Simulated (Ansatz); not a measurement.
HfSi: energy along a strain

HfSi, Pnma, a = 6.863 Å, b = 3.775 Å, c = 5.225 Å. The structure is a COD entry; whether it is the stable form wasn't checked. Ansatz: r2SCAN, PAW, 500 eV, Γ-centred 6×10×8 mesh on 8 atoms, Gaussian smearing 0.15 eV; no spin polarisation. Cell vectors (Å): 6.863 0.000 0.000; 0.000 3.775 0.000; 0.000 0.000 5.225. The cell is strained by x per cent times the pattern (1 -1 0 0 0 0) in the order xx yy zz yz xz xy (engineering shears), with fractional coordinates held. y is the free energy over the start, V0 = 16.921 Å³/atom.

| x (%) | y (meV/atom) |
| --- | --- |
| -6.00 | ? |
| -3.00 | 14.92 |
| 0.00 | 0.00 |
| 1.50 | 3.44 |
| 4.50 | 30.27 |
| 6.00 | 52.95 |

Problem. Fit y = c1 x + c2 x² + c3 x³ to the other rows, get the stiffness along the pattern, and predict the missing energy.

Solution. Least squares on the rows shown. y = −0.050262 x + 1.5870 x² − 0.017977 x³. The clamped-ion stiffness p·C·p = 2 × 15.87 eV × 160.2 / 16.921 Å³ = 300 GPa; c1 is there for the stress left in the start, which by itself gives a slope of -0.06 meV/atom per %. At x = -6.00 the fit asked for gives 61.32 meV/atom. The run gave 59.82 meV/atom, so the fit is 1.50 meV/atom too high, 2.5 % of the span of the series, against an rms of 0.003 meV/atom on the fitted rows. The row lies outside the fitted range. With a term in x⁴ added, a fit to the same known rows (none to spare) predicts 61.49 meV/atom, no real gain.

Spin–orbit coupling is left out, which can shift energies with elements as heavy as these.

The orthorhombic cell resists this strain strongly, and shortening a while stretching b costs more than the reverse at 6 %. Volume change can't cause that asymmetry, since it is even in x for this pattern. It is anharmonic and suggests that repulsion between contacts directed largely along a outweighs that along b, where the silicon chains of an FeB-type monosilicide would run.

The missed point is more telling than the small fit residual, which with five rows and three coefficients says little about extrapolation. The computed energy at -6.00 % lies below the cubic curve, and the quartic term doesn't recover it, so the compressed-a side softens in a way the other rows don't reveal. Bands crossing the Fermi level are one possible cause; higher odd terms or a shift in Brillouin-zone sampling error are others.

The 300 GPa is an upper bound on the relaxed stiffness at this level of theory, because Pnma leaves internal coordinates free to respond to this strain.
